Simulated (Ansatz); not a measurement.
The system is CdS (Hawleyite).

```xyz
2
Lattice="0.0000 2.9165 2.9165 2.9165 0.0000 2.9165 2.9165 2.9165 0.0000" Properties=species:S:1:pos:R:3 pbc="T T T"
Cd    0.0000    0.0000    0.0000
S     4.3748    4.3748    4.3748
```

| Quantity | Value |
| --- | --- |
| Program | Ansatz 0.2.0 |
| Task | single point |
| Functional | PBE |
| Potentials or basis | Ansatz PAW |
| Cutoff | 420 eV (not typed: the program's choice for these potentials) |
| k mesh | 8 × 8 × 8 |
| Occupations | fermi-dirac, width 0.05 eV |
| Spin | no spin polarisation |

On this cell: pressure 2.8 GPa; largest force zero by symmetry; band gap on the k mesh 1.15 eV, direct.

The same run follows on a disturbed copy (atoms moved at random, drawn with an rms of 0.05 Å):

```
Cd S
1.0
     0.00000    2.91650    2.91650
     2.91650    0.00000    2.91650
     2.91650    2.91650    0.00000
Cd S
1 1
Cartesian
  0.0554 -0.0401 0.0351
  4.3656 4.3702 4.3626
```

Problem. What does the disturbed cell give?

Solution. The energy moves by +11.0 meV/atom; pressure 3.1 GPa; largest force 0.531 eV/Å; band gap on the k mesh 1.14 eV, direct.

Forces on the atoms (eV/Å):
```
Cd  -0.367  0.248 -0.293
S    0.367 -0.248  0.293
```

Stress tensor (GPa, compression positive):
```
 3.00 -1.23  1.01
-1.23  3.10 -1.58
 1.01 -1.58  3.06
```

